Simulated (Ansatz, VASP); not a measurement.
# ZnSe (Stilleite): VASP beside Ansatz, part 2 of 2

Aim: how closely do two programs agree when they are given the same cell, functional and k mesh? The cell is taken from a series of VASP runs on this material, whose earlier steps may have relaxed, scaled or displaced it; both programs get it as it stands.

VASP 6.6.1 and Ansatz 0.2.0.

So far. Step 2 (VASP: band structure, HSE06, spin-orbit coupling): The k-mesh is coarse for exact exchange; levels may shift by about 0.1 eV on a finer one.

## (3) Ansatz: band structure, HSE06, spin-orbit coupling

Level of this step: Ansatz beside VASP: Kohn-Sham DFT, plane waves, HSE06, spin-orbit coupling (Ansatz).

Ansatz runs on its fully relativistic PAW (standard-fr) files.

The same cell, functional, mesh and smearing now go to Ansatz, which takes its cutoff from its data sets.

input.yaml

```yaml
crystal:
  lattice:
    - [0.0, 2.8338, 2.8338]
    - [2.8338, 0.0, 2.8338]
    - [2.8338, 2.8338, 0.0]
  atoms:
    - { symbol: Se, position: [0.75, 0.75, 0.75] }
    - { symbol: Zn, position: [0.0, 0.0, 0.0] }
hamiltonian:
  xc: { exchange: pbe, correlation: pbe, exx: { coeff: 0.25, omega: 0.2 } }
  pseudopotentials: { kind: paw_fr }
magnetization:
  noncollinear: true
  spin_orbit: true
kpoints:
  mp_grid: { grid: [5, 5, 5] }
  band_path:
    path:
      - [0.0, 0.0, 0.0]
      - [0.5, 0.0, 0.5]
      - [0.5, 0.22222, 0.72222]
      - [0.40278, 0.34722, 0.75]
      - [0.125, 0.125, 0.25]
      - [0.27778, 0.27778, 0.27778]
      - [0.55556, 0.38889, 0.55556]
      - [0.58333, 0.25, 0.66667]
      - [0.5, 0.30556, 0.69444]
      - [0.48611, 0.48611, 0.52778]
      - [0.625, 0.25, 0.625]
      - [0.5, 0.0, 0.5]
    npoints: 1
scf:
  occupations: { method: gaussian, width: 0.03 }
  n_extra_bands: 14
output:
  forces: true
  stress: true
  eigenvalues: true
  write_density: true
  write_potential: true
  elf: true
  volumetric_format: npy
```

On the command line:

```bash
$ ansatz run input.yaml --threads 4 --pin off --max-ram 9216MiB --backend cpu --events-out ev --progress --plain --runs-dir out
```

Numbers of over 12 decimals in the logs are rounded to 6 here.

Output:

```text
Warning: output.stress: scf.convergence.dr2_threshold = 1e-7 eV (the SCF's general default) is looser than the 2e-10 eV advised for a printed stress (1e-10 eV for each atom of the cell: 2). What an SCF threshold leaves in a stress goes as its square root, and in the free energy as the threshold itself, and one threshold admits the most on a small cell: [figures from the program's tests cut] Set scf.convergence.dr2_threshold to 2e-10 eV or tighter. The threshold is an SCF's pass mark: one that does not reach it within its budget of iterations ends unconverged, or closes short of it on a stop that the run arms, and scf.convergence.dr2_threshold's page says what that costs each kind of run
Warning: output.stress: scf.exx.energy_threshold = 1e-6 eV is looser than the 2e-8 eV advised for a stress under a hybrid functional (1e-8 eV for each atom of the cell: 2). Every SCF of the exchange loop can meet its threshold on dr2 while the loop round them stops early: no threshold on dr2 bounds what that leaves in the stress. Set scf.exx.energy_threshold to 2e-8 eV or tighter. The threshold is the loop's pass mark: a loop that does not reach it within its budget of cycles ends unconverged, and scf.exx.energy_threshold's page has the law
scf.n_extra_bands = 14 over 28 filled bands (N_el = 28.0): the run solves 42 bands
Engine: ansatz 0.2.0, x86_64-unknown-linux-gnu
Pseudopotentials: kind: paw_fr
Pseudopotential: Se, paw_fr, valence charge 16, recommended cutoff 420 eV (normal), Se.paw.azcp#standard-fr
Pseudopotential: Zn, paw_fr, valence charge 12, recommended cutoff 420 eV (normal), Zn.paw.azcp#standard-fr
Functional definition: unnamed
  parameter a_1 = 0.25
  parameter omega_1 = 0.2/angstrom
  exchange = pbe_x + (-a_1)*pbe_x_sr(omega_1) + a_1*exact_x_sr(omega_1)
  correlation = pbe_c
non-collinear run that drives no moment, with spin-orbit: no starting moment large enough to seed its density (crystal.atoms[].spin), no starting occupations that ask for one, no magnetisation constraint and no magnetic field, so the semilocal B_xc is pinned to zero
Crystal: 2 atoms, lattice volume = 45.513 Å³
Basis set: ecut = 420 eV, 893 PW (Γ), exchange–correlation on 54×54×54 points (8 copies of the dense FFT grid, shifted against one another)
Bands: 42, of which v1, the nominal top of the filled ones, is band 28 counted from 1 (27 counted from 0)
Symmetry: 24 space group operations + 24 with time reversal
Magnetic group: BNS 216.75 (UNI 1577), of the structure as read, at distance tolerance 3.6e-5 Å
k-points: 10 of 125 (time reversal used)
Projection manifold: j_resolved (fully-relativistic pseudo-atomic orbitals)
Non-local potential: Se, projectors of the file, l = 0: 2, l = 1: 4, l = 2: 6, l = 3: 2
Non-local potential: Zn, projectors of the file, l = 0: 2, l = 1: 4, l = 2: 6, l = 3: 2
PAW form: soft (Blöchl's): semilocal exchange-correlation on the pseudo side does not see the compensation charge
PAW frozen core: Se, regenerated for the run's functional, and the local potential with it (the file was generated under x = pbe(κ = 0.804, μ = 0.219515), c = pbe(β = 0.066725))
PAW frozen core: Zn, regenerated for the run's functional, and the local potential with it (the file was generated under x = pbe(κ = 0.804, μ = 0.219515), c = pbe(β = 0.066725))
PAW one-centre angular grid: Se, 590 points (default); XC on 193 of its mesh's 2701 points in the sphere
PAW one-centre angular grid: Zn, 590 points (default); XC on 197 of its mesh's 2673 points in the sphere
Initial density: superposition of atomic densities (chi_scale 0.1, normalization cell, long waves kept (reshape's long-wave potential 0.00 eV rms))
Initial wavefunctions: pseudopotential atomic-orbital guess
Functional: x = pbe(κ = 0.804, μ = 0.219515), c = pbe(β = 0.066725), warm-up for x = pbe(κ = 0.804, μ = 0.219515) + 0.25 (exact − pbe) at short range (hse, ω = 0.2 Å⁻¹), c = pbe(β = 0.066725)
SCF iter   1: F=—  HF=-8790.062226 eV  |F-HF|=—  |Δ(HF+E_count)|=         —  Δρ=5.76e-2  dr2=9.46e-1  dr2_m=0.00e0 (ungated)  ethr=1.00e-1  |M|=0.00e0 ∫|m|=0.00e0 μB  |m|>n=0.0e0 m-floor=0.0e0 τ_xc=0.0e0  β_m=0.30  ⟨swp⟩=6.5  Hψ=1537  notcnv=0
preconditioner: auto → none  [insulator: Δε(μ)=1.071 eV  Ē_g=15.393 eV  σ=0.030 eV  W_gap=1.00  n_scr=14 (ndim 8)  ℏωp=23.4 eV  f_vac=0.061  D(μ)=0.00/eV (n_scr^D=0)]
SCF iter   2: F=—  HF=-8789.789745 eV  |F-HF|=—  |Δ(HF+E_count)|=   2.72e-1  Δρ=2.29e-2  dr2=1.36e-1  dr2_m=0.00e0 (ungated)  ethr=3.38e-3  |M|=0.00e0 ∫|m|=0.00e0 μB  |m|>n=0.0e0 m-floor=0.0e0 τ_xc=0.0e0  β_m=0.35  ⟨swp⟩=3.2  Hψ=1013  notcnv=0
SCF iter   3: F=—  HF=-8789.749701 eV  |F-HF|=—  |Δ(HF+E_count)|=   4.00e-2  Δρ=1.25e-2  dr2=3.87e-2  dr2_m=0.00e0 (ungated)  ethr=4.85e-4  |M|=0.00e0 ∫|m|=0.00e0 μB  |m|>n=0.0e0 m-floor=0.0e0 τ_xc=0.0e0  β_m=0.50  ⟨swp⟩=3.7  Hψ=946  notcnv=0  defer=4
iter 4 solved again at ethr=4.90e-6 eV; its pass at ethr=1.38e-4 eV (dr2=1.37e-3 eV) is discarded
SCF iter   4: F=—  HF=-8789.740261 eV  |F-HF|=—  |Δ(HF+E_count)|=   9.44e-3  Δρ=2.12e-3  dr2=1.34e-3  dr2_m=0.00e0 (ungated)  ethr=4.90e-6  |M|=0.00e0 ∫|m|=0.00e0 μB  |m|>n=0.0e0 m-floor=0.0e0 τ_xc=0.0e0  β_m=0.59  ⟨swp⟩=3.0  Hψ=1804  notcnv=0  defer=6
[...]
preconditioner: auto → none  [insulator: Δε(μ)=2.243 eV  Ē_g=17.072 eV  σ=0.030 eV  W_gap=1.00  n_scr=14 (ndim 8)  ℏωp=23.4 eV  f_vac=0.121  D(μ)=0.00/eV (n_scr^D=0)]
SCF iter   2: F=—  HF=-8789.813382 eV  |F-HF|=—  |Δ(HF+E_count)|=   3.58e-2  Δρ=5.77e-3  dr2=8.87e-3  dr2_m=0.00e0 (ungated)  ethr=3.44e-8  |M|=0.00e0 ∫|m|=0.00e0 μB  |m|>n=0.0e0 m-floor=0.0e0 τ_xc=0.0e0  β_m=0.43  ⟨swp⟩=5.0  Hψ=1715  notcnv=0
SCF iter   3: F=—  HF=-8789.822466 eV  |F-HF|=—  |Δ(HF+E_count)|=   9.08e-3  Δρ=2.92e-3  dr2=2.06e-3  dr2_m=0.00e0 (ungated)  ethr=3.44e-8  |M|=0.00e0 ∫|m|=0.00e0 μB  |m|>n=0.0e0 m-floor=0.0e0 τ_xc=0.0e0  β_m=0.43  ⟨swp⟩=4.7  Hψ=1554  notcnv=0
SCF iter   4: F=—  HF=-8789.822465 eV  |F-HF|=—  |Δ(HF+E_count)|=   7.86e-7  Δρ=8.09e-4  dr2=1.54e-4  dr2_m=0.00e0 (ungated)  ethr=3.44e-8  |M|=0.00e0 ∫|m|=0.00e0 μB  |m|>n=0.0e0 m-floor=0.0e0 τ_xc=0.0e0  β_m=0.64  ⟨swp⟩=4.0  Hψ=1388  notcnv=0
SCF iter   5: F=—  HF=-8789.822729 eV  |F-HF|=—  |Δ(HF+E_count)|=   2.64e-4  Δρ=1.70e-4  dr2=1.44e-5  dr2_m=0.00e0 (ungated)  ethr=3.44e-8  |M|=0.00e0 ∫|m|=0.00e0 μB  |m|>n=0.0e0 m-floor=0.0e0 τ_xc=0.0e0  β_m=0.64  ⟨swp⟩=4.2  Hψ=1300  notcnv=0  defer=2
SCF iter   6: F=-8789.822724 eV  HF=-8789.822725 eV  |F-HF|=1.30e-6  |Δ(HF+E_count)|=   3.79e-6  Δρ=5.41e-5  dr2=3.88e-6  dr2_m=0.00e0 (ungated)  ethr=3.44e-8  |M|=0.00e0 ∫|m|=0.00e0 μB  |m|>n=0.0e0 m-floor=0.0e0 τ_xc=0.0e0  ⟨swp⟩=3.0  Hψ=874  notcnv=0
SCF 2 stopped early in 6 iterations: F = -8789.822724 eV  dr2 = 3.88e-6
hybrid outer 1: dexx = +1.166e-2 eV, tail = 7.51e-5 eV
Projection manifold: j_resolved (fully-relativistic pseudo-atomic orbitals)
Exchange kernel: α = 0.2500, screened, ω = 0.2000 Å⁻¹, Wigner–Seitz truncation, v(0) = 1126.4038 eV·Å³, q-mesh 5×5×5, nearest image of the exchange supercell L = 20.04 Å, pair-density grid 15×15×15, without the augmentation charges, whose exchange is taken in its separable form by FFT convolution over the k-point mesh (sized by the pseudopotential files, 24×24×24 at the most), smooth part of the exact exchange by density-matrix convolution
Frozen-core exchange: fock
SCF iter   1: F=—  HF=-8789.822363 eV  |F-HF|=—  |Δ(HF+E_count)|=         —  Δρ=1.22e-4  dr2=4.55e-6  dr2_m=0.00e0 (ungated)  ethr=1.34e-6  |M|=0.00e0 ∫|m|=0.00e0 μB  |m|>n=0.0e0 m-floor=0.0e0 τ_xc=0.0e0  β_m=0.30  ⟨swp⟩=4.7  Hψ=905  notcnv=0
preconditioner: auto → none  [insulator: Δε(μ)=2.296 eV  Ē_g=16.792 eV  σ=0.030 eV  W_gap=1.00  n_scr=14 (ndim 8)  ℏωp=23.4 eV  f_vac=0.122  D(μ)=0.00/eV (n_scr^D=0)]
SCF iter   2: F=—  HF=-8789.822363 eV  |F-HF|=—  |Δ(HF+E_count)|=   1.74e-8  Δρ=5.51e-5  dr2=7.82e-7  dr2_m=0.00e0 (ungated)  ethr=1.51e-8  |M|=0.00e0 ∫|m|=0.00e0 μB  |m|>n=0.0e0 m-floor=0.0e0 τ_xc=0.0e0  β_m=0.45  ⟨swp⟩=4.0  Hψ=1117  notcnv=0
SCF iter   3: F=—  HF=-8789.822364 eV  |F-HF|=—  |Δ(HF+E_count)|=   1.08e-6  Δρ=3.10e-5  dr2=2.50e-7  dr2_m=0.00e0 (ungated)  ethr=2.06e-9  |M|=0.00e0 ∫|m|=0.00e0 μB  |m|>n=0.0e0 m-floor=0.0e0 τ_xc=0.0e0  β_m=0.45  ⟨swp⟩=3.3  Hψ=800  notcnv=0  defer=4
SCF iter   4: F=—  HF=-8789.822364 eV  |F-HF|=—  |Δ(HF+E_count)|=   7.20e-8  Δρ=1.09e-5  dr2=1.75e-8  dr2_m=0.00e0 (ungated)  ethr=7.88e-10  |M|=0.00e0 ∫|m|=0.00e0 μB  |m|>n=0.0e0 m-floor=0.0e0 τ_xc=0.0e0  β_m=0.55  ⟨swp⟩=3.2  Hψ=809  notcnv=0  defer=4
SCF iter   5: F=-8789.822364 eV  HF=-8789.822364 eV  |F-HF|=1.60e-10  |Δ(HF+E_count)|=   4.31e-9  Δρ=1.75e-6  dr2=3.37e-9  dr2_m=0.00e0 (ungated)  ethr=5.27e-11  |M|=0.00e0 ∫|m|=0.00e0 μB  |m|>n=0.0e0 m-floor=0.0e0 τ_xc=0.0e0  ⟨swp⟩=4.1  Hψ=964  notcnv=0  defer=6
SCF 3 converged in 5 iterations: F = -8789.822364 eV  dr2 = 3.37e-9
  Residual-converged pass: ⟨swp⟩=3.0  Hψ=835  notcnv=0  max |occ|·‖R‖ = 2.1e-6 eV (tolerance 2.4e-6 eV)  dr2=3.36e-9  dr2_m=0.00e0 (ungated)  dr2_onsite=3.57e-10  max |Δocc| = 0.0e0
hybrid outer 2: dexx = +1.274e-6 eV, tail = 3.89e-8 eV, Δε = 3.29e-3 eV (about 1.10e-4 eV left of the loop's levels)
NSCF: frozen V_eff on 12 k-points
hybrid SCF converged: 2 outer / 11 inner (+6 warm-up), last move |dexx| = 1.27e-6 eV, tail = 3.89e-8 eV
Magnetization: |M| = 0.0000 μB,  M = (+0.0000, +0.0000, +0.0000) μB
Absolute magnetization: 0.0000 μB (∫|m|)
  site 0: m = (+0.0000, +0.0000, +0.0000) μB, |m| = 0.0000 μB  (R = 1.01 Å)
  site 1: m = (+0.0000, +0.0000, +0.0000) μB, |m| = 0.0000 μB  (R = 1.01 Å)
Free energy (F): -8789.822364 eV
Frozen-core exchange: fock
Harris-Foulkes:  -8789.822364 eV  (|F-HF|=1.60e-10)
Internal energy: -8789.822364 eV  (E = F + TS)
E sigma→0 (E₀):  -8789.822364 eV
Fermi energy:    7.418201 eV
--- Per-component energies (eV) ---
  E_band       = -455.069265
  E_kinetic    = 249.156677
  E_local      = -4401.522688  (includes V_loc(G=0)·N_el)
  E_nonlocal   = 22.655627
  E_hartree    = 2044.551689
  E_xc         = -192.104355
  E_vxc        = -119.950716  (∫ρ·V_xc dr)
  E_exx        = -110.581085  (= α·E_x^exact, valence–valence)
  E_paw        = -3680.608451  (= ΣΔE_a)
  E_vpaw       = -73.346559  (= ΣTr[D̂ρ^β])
  E_aug_tail   = -0.000895  (compensation charges beyond the density's cutoff)
  E_ewald      = -2720.942845
  E_core_change = -0.426039  (= ΣΔE_core)
  E_smearing   = -0.000000  (= −TS)
  E_closure    = 0.000001  (closes the sum)
  Σ components = -8789.822364   (vs F -8789.822364, Δ=0.00e0)
--- Forces (eV/Å), atoms counted from 1 ---
  atom   1  Se     0.00000000    -0.00000000    -0.00000000
  atom   2  Zn    -0.00000000     0.00000000    -0.00000000
  max |Σ_I F_I| component: 1.55e-16 eV/Å
--- Stress (GPa, compression-positive) ---
        1.207474       0.000000      -0.000000
       -0.000000       1.207474       0.000000
       -0.000000       0.000000       1.207474
  P = ⅓ Tr σ = 1.2075 GPa (12.075 kbar)
--- Band table (eV; the first three rows and the last of 10) ---
  k-point 0: bands = [... 24 lower, 6.2695, 6.2695, 6.2695, 6.2695, 8.5666, 8.5666, 13.0002, 13.0002, ... 10 higher]
  k-point 1: bands = [... 24 lower, 5.6381, 5.6381, 5.9011, 5.9121, 9.9552, 9.9552, 13.3741, 13.3741, ... 10 higher]
  k-point 2: bands = [... 24 lower, 5.1547, 5.1547, 5.4139, 5.4204, 9.8616, 9.8616, 13.6717, 13.6717, ... 10 higher]
  k-point 9: bands = [... 24 lower, 3.0406, 3.1942, 3.9424, 4.0206, 12.2096, 12.2819, 12.5236, 12.6270, ... 10 higher]
```

It took 4.6 min on 4 threads of Intel Xeon Platinum 8259CL at 2.50GHz (Skylake/Cascade Lake), shared host; peak memory 1.5 GiB; 17 min of CPU time.

The column dr2 measures how far the density is from self-consistency, as an energy; F and HF (Harris–Foulkes) agree once it is small.

## (4) Differences

Known differences besides the potentials themselves: spin-orbit coupling enters by fully relativistic files in Ansatz and inside the spheres in VASP; exact exchange at q = 0 is treated differently, which shows on coarse meshes; VASP keeps PBE cores, Ansatz makes them for the functional; the data sets hold 28 valence electrons in Ansatz (fully relativistic PAW (standard-fr) files) and 18 in VASP; the cutoff is 420 eV in Ansatz and 350 eV in VASP; VASP takes a coarser grid for exact exchange (PRECFOCK = Fast). Total energies have different zeros and are not compared.

Both answers:

```
                     quantity  Ansatz   VASP  difference
gap over the path points (eV)   2.297  2.285      +0.012
```

Levels at points of the path, from each program's valence-band top (eV; 8 filled, then empty):

```
k (reciprocal lattice)                                                                           Ansatz                                                                             VASP
     0.000 0.000 0.000        -8.00 -8.00 -0.43 -0.43 0.00 0.00 0.00 0.00 2.30 2.30 6.73 6.73 6.88 6.88        -7.92 -7.92 -0.42 -0.42 0.00 0.00 0.00 0.00 2.29 2.29 6.73 6.73 6.87 6.87
     0.500 0.000 0.500  -7.75 -7.75 -5.29 -5.29 -2.55 -2.55 -2.36 -2.36 3.72 3.72 4.37 4.37 12.01 12.01  -7.67 -7.67 -5.28 -5.28 -2.55 -2.55 -2.36 -2.36 3.73 3.73 4.38 4.38 12.02 12.02
     0.500 0.222 0.722    -7.71 -7.63 -5.14 -5.01 -3.25 -3.05 -2.89 -2.89 6.10 6.12 6.55 6.69 8.27 8.34    -7.63 -7.54 -5.14 -5.01 -3.24 -3.04 -2.89 -2.89 6.11 6.13 6.55 6.68 8.28 8.34
     0.403 0.347 0.750    -7.74 -7.66 -5.19 -5.07 -3.50 -3.37 -2.14 -2.11 4.60 4.61 6.59 6.70 9.77 9.85    -7.65 -7.57 -5.19 -5.07 -3.50 -3.36 -2.13 -2.11 4.60 4.62 6.59 6.69 9.77 9.85
     0.125 0.125 0.250    -8.00 -7.97 -2.49 -2.44 -1.12 -1.05 -0.33 -0.33 4.08 4.12 6.52 6.55 7.28 7.28    -7.92 -7.88 -2.48 -2.44 -1.11 -1.05 -0.33 -0.33 4.07 4.11 6.52 6.55 7.27 7.27
     0.278 0.278 0.278    -7.99 -7.96 -3.78 -3.78 -0.85 -0.85 -0.59 -0.58 3.75 3.75 7.47 7.47 7.56 7.56    -7.91 -7.87 -3.78 -3.78 -0.85 -0.85 -0.59 -0.58 3.74 3.74 7.47 7.47 7.55 7.55
     0.556 0.389 0.556    -7.80 -7.73 -5.48 -5.43 -2.31 -2.24 -1.37 -1.37 4.64 4.68 6.74 6.76 8.25 8.25    -7.71 -7.64 -5.48 -5.43 -2.31 -2.24 -1.37 -1.37 4.64 4.68 6.74 6.77 8.25 8.25
     0.583 0.250 0.667    -7.73 -7.65 -5.18 -5.06 -3.48 -3.34 -2.24 -2.21 4.79 4.82 6.60 6.71 9.45 9.51    -7.65 -7.57 -5.18 -5.06 -3.47 -3.34 -2.24 -2.21 4.80 4.82 6.60 6.71 9.45 9.51
     0.500 0.306 0.694    -7.74 -7.65 -5.15 -5.02 -3.38 -3.22 -2.47 -2.40 6.01 6.10 6.60 6.70 7.99 8.04    -7.65 -7.56 -5.15 -5.02 -3.37 -3.22 -2.46 -2.40 6.01 6.11 6.60 6.70 7.99 8.03
     0.486 0.486 0.528    -7.80 -7.78 -5.68 -5.67 -1.27 -1.25 -0.99 -0.99 3.63 3.65 7.27 7.27 7.44 7.44    -7.71 -7.69 -5.68 -5.67 -1.26 -1.24 -0.99 -0.99 3.63 3.65 7.27 7.27 7.43 7.44
```

Among the levels compared at these points, filled levels agree within 88 meV and empty ones within 12 meV.

## (5) What came out

| Quantity | Value |
| --- | --- |
| difference in gap over the path points (band structure, HSE06, spin-orbit coupling) | 0.012 eV |

What this shows: The difference in gap over the path points is 0.012 eV (band structure, HSE06, spin-orbit coupling), within the 0.08 eV picked in this series as the mark of a large difference. How closely two codes agree says nothing of how well the functional describes the real material.

[Lines on the potential files, build, host, timing and source positions are cut from VASP's logs without a mark.]

[Logs are printed without paths, hosts, clocks, repeated set-up lines and the standing remarks that a program may print on its own settings, such as how far it seeks lower states.]

[Hosts, paths, dates, database ids (printed as entryN), source tags and the programs' standing remarks are cut or masked in the printed files.]
